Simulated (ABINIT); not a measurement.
A run of ABINIT 10.8.3 (patched build) is set up as follows.

The input run.py:

```python
import json, os
import numpy as np
from ase.eos import EquationOfState
from ase.units import GPa
from ase.calculators.mixing import SumCalculator
from dftd4.ase import DFTD4
from ase.calculators.abinit import Abinit, AbinitProfile
from ase import Atoms

atoms = Atoms(['Li'],
              cell=[[-1.75465, 1.75465, 1.75465], [1.75465, -1.75465, 1.75465], [1.75465, 1.75465, -1.75465]],
              scaled_positions=[[0.0, 0.0, 0.0]],
              pbc=True)

profile = AbinitProfile(command='abinit', pp_paths=[os.path.abspath('pseudos')])
params = dict(
    pps='pawxml', xc='PBE',
    ecut=408.1708,
    pawecutdg=816.3416,
    kptopt=1,
    ngkpt=[11, 11, 11],
    nshiftk=1,
    shiftk=[0.0, 0.0, 0.0],
    ixc=-120135,
    nband=6,
    occopt=3,
    tsmear=0.05,
    nstep=100,
    tolvrs=1e-09,
    prtwf=0,
    prtden=0,
)

cell0 = atoms.cell.copy()
volumes, energies = [], []
for i, x in enumerate([0.94, 0.96, 0.98, 1.0, 1.02, 1.04, 1.06]):
    atoms.set_cell(cell0 * x ** (1 / 3), scale_atoms=True)
    atoms.calc = SumCalculator([Abinit(profile=profile, directory=f'v{i}', **params), DFTD4(method='am05')])
    volumes.append(atoms.get_volume() / len(atoms))
    dft, disp = atoms.calc.mixer.calcs
    energies.append((dft.get_property('free_energy', atoms) + disp.get_property('energy', atoms)) / len(atoms))
    print(f'{x:5.2f} {volumes[-1]:10.5f} A^3/atom {energies[-1]:14.6f} eV/atom', flush=True)
    json.dump(dict(volumes=volumes, energies=energies), open('results.json', 'w'))
v0, e0, b0 = EquationOfState(volumes, energies, eos='murnaghan').fit()
print(f'V0 {v0:.4f} A^3/atom  E0 {e0:.6f} eV/atom  B0 {b0 / GPa:.2f} GPa')
```

Potentials or basis: JTH PAW PBE v2.0.

Run with:

```bash
$ python run.py
```

Problem. What does it give for the equilibrium volume?

Solution. 20.79 Å³/atom (rough: see the caveat).

Problem. What does it give for the bulk modulus?

Solution. 20 GPa (rough).

Energy against volume, from the lowest point:
| volume (Å³/atom) | energy (meV/atom) |
| --- | --- |
| 20.312 | 0.80 |
| 20.744 | 0.00 |
| 21.177 | 0.49 |
| 21.609 | 1.87 |
| 22.041 | 3.84 |
| 22.473 | 6.41 |
| 22.905 | 9.40 |

Caveat: pressures at fixed basis lie under the slope of the energies; the fit is doubtful: noisy points or a state that changes with volume; the log and the count of SCF iterations are those of the last ABINIT call alone; the PAW data sets were made with another functional, which shifts forces and pressure a little.
